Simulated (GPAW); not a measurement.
A run of GPAW 26.7.0:

run.py

```python
from ase.eos import EquationOfState
from ase.io import Trajectory, read
from ase.units import GPa
from gpaw import GPAW, PW

atoms = read('HgTe.xyz')

traj = Trajectory('eos.traj', 'w')
volumes, energies = [], []
for x in [0.94, 0.96, 0.98, 1.0, 1.02, 1.04, 1.06]:
    a = atoms.copy()
    a.set_cell(atoms.cell * x**(1 / 3), scale_atoms=True)
    calc = GPAW(mode=PW(600),
                xc='MGGA_X_TPSS+MGGA_C_TPSS',
                kpts={'size': (6, 6, 6), 'gamma': True},
                occupations={'name': 'fermi-dirac', 'width': 0.05},
                nbands=18,
                convergence={'density': 1e-05, 'energy': 1e-05},
                eigensolver='davidson',
                maxiter=150,
                txt=f'eos-{x:.2f}.txt')
    a.calc = calc
    energies.append(a.get_potential_energy(force_consistent=True))
    volumes.append(a.get_volume())
    p = -a.get_stress()[:3].mean() / GPa
    calc.write(f'eos-{x:.2f}.gpw')
    traj.write(a)
    print(f'{x:.2f} {volumes[-1]:10.4f} A^3 {energies[-1]:14.6f} eV {p:9.3f} GPa', flush=True)

v0, e0, B = EquationOfState(volumes, energies, eos='birchmurnaghan').fit()
print(f'V0 = {v0:.4f} A^3, E0 = {e0:.6f} eV, B0 = {B / GPa:.2f} GPa')
```

The input HgTe.xyz:

```xyz
2
Lattice="0.0000000000 3.2145000000 3.2145000000 3.2145000000 0.0000000000 3.2145000000 3.2145000000 3.2145000000 0.0000000000" Properties=species:S:1:pos:R:3 pbc="T T T"
Hg     0.0000000000      0.0000000000      0.0000000000
Te     4.8217500000      4.8217500000      4.8217500000
```

Potentials or basis: GPAW PAW data sets (gpaw-data 1.2.1), pw.

Launch:

```console
$ OMP_NUM_THREADS=1 python run.py
```

Hardware: 1 thread of Arm Neoverse V2, on a shared host.

How long does it take, and how much memory?

Wall time 6.7 min on 1 thread of Arm Neoverse V2 (shared host), peak memory 1.1 GiB. Counts: scf iterations 131, plane waves 2100, bands 18, k points 16.
